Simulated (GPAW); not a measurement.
ZnCu2SnS4:

```
Sn Zn Cu S
1.0
    -2.71710    2.71710    5.42480
     2.71710   -2.71710    5.42480
     2.71710    2.71710   -5.42480
Sn Zn Cu S
1 1 2 4
Direct
  0.50000 0.50000 0.00000
  0.25000 0.75000 0.50000
  0.75000 0.25000 0.50000
  0.00000 0.00000 0.00000
  0.62799 0.62839 0.51280
  0.88481 0.37201 0.00040
  0.11559 0.11519 0.48720
  0.37161 0.88441 0.99960
```

Base run:

| Quantity | Value |
| --- | --- |
| Program | GPAW 26.7.0 |
| Functional | RPBE |
| Potentials or basis | the program's PAW data sets (release 1.2.1) made for this functional |
| Cutoff | 450 eV |
| Basis | pw |
| k mesh | 5 × 5 × 5 |
| Occupations | fermi-dirac, width 0.001 eV |
| Spin | no spin polarisation |

Its results: band gap on the k mesh 0.37 eV, direct; electronic dielectric tensor (diagonal) 19.10, 19.10, 26.66.

The run is repeated on the same cell with these changes: functional from RPBE to GLLB-SC. What comes out?

Band gap on the k mesh, kohn-sham part alone 1.00 eV, direct; electronic dielectric tensor (diagonal) 7.74, 7.74, 7.90.

Caveats: the long-wavelength limit can be off by several per cent where d states take part; spin-orbit coupling is left out, which moves the levels of the heavy elements; the gap is small at this level, which inflates the dielectric constant (some runs); a model potential gives levels but no total energy (some runs); response on these states lacks terms of the Hamiltonian (some runs).

A k mesh can miss the band edges.
